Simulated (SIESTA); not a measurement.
The system is FeO (Wuestite).

```
CELL_PARAMETERS angstrom
0.00000 2.15540 2.15540
2.15540 0.00000 2.15540
2.15540 2.15540 0.00000
ATOMIC_POSITIONS crystal
Fe 0.00000 0.00000 0.00000
O 0.50000 0.50000 0.50000
```

Program: SIESTA 5.4.2. Alike in all runs: spin collinear, ferromagnetic start; cell as given; smearing fermi-dirac 0.05 eV; grid cutoff 800 Ry.

Task: Order these runs on this cell by their pressure, lowest first.
A. level LDA; potentials or basis PseudoDojo 0.4 standard (LDA files), DZP (energy shift 0.002 Ry); k mesh 8 × 8 × 8; energy shift 0.002 Ry
B. level BLYP; potentials or basis PseudoDojo 0.4 standard (PBE files), DZP (energy shift 0.003 Ry; two zetas on semicore shells); k mesh 11 × 11 × 11; energy shift 0.003 Ry
C. level PBEsol; potentials or basis PseudoDojo 0.4 standard (PBEsol files), DZP (energy shift 0.003 Ry; two zetas on semicore shells); k mesh 11 × 11 × 11; energy shift 0.003 Ry
D. level PBE; potentials or basis PseudoDojo 0.4 standard (PBE files), DZP (energy shift 0.002 Ry); k mesh 11 × 11 × 11; energy shift 0.002 Ry
E. level vdW-DF-cx; potentials or basis PseudoDojo 0.4 standard (PBE files), DZP (energy shift 0.003 Ry; two zetas on semicore shells); k mesh 11 × 11 × 11; energy shift 0.003 Ry

Result: A (-14.6 GPa), C (-7.8 GPa), E (-5.8 GPa), D (0.3 GPa), B (7.7 GPa).

Caveats: the basis of atomic orbitals isn't converged, which shifts pressures, moduli and gaps; a cell with one magnetic atom can't hold antiferromagnetic order, which such compounds often take; short orbitals over semicore shells can move pressures by several GPa (some runs); semicore shells carry a single zeta, which can move pressures by several GPa and volumes by a few percent (some runs); the potentials were made for another functional, which shifts forces and pressure (some runs).

Not every run made on this cell is shown here.
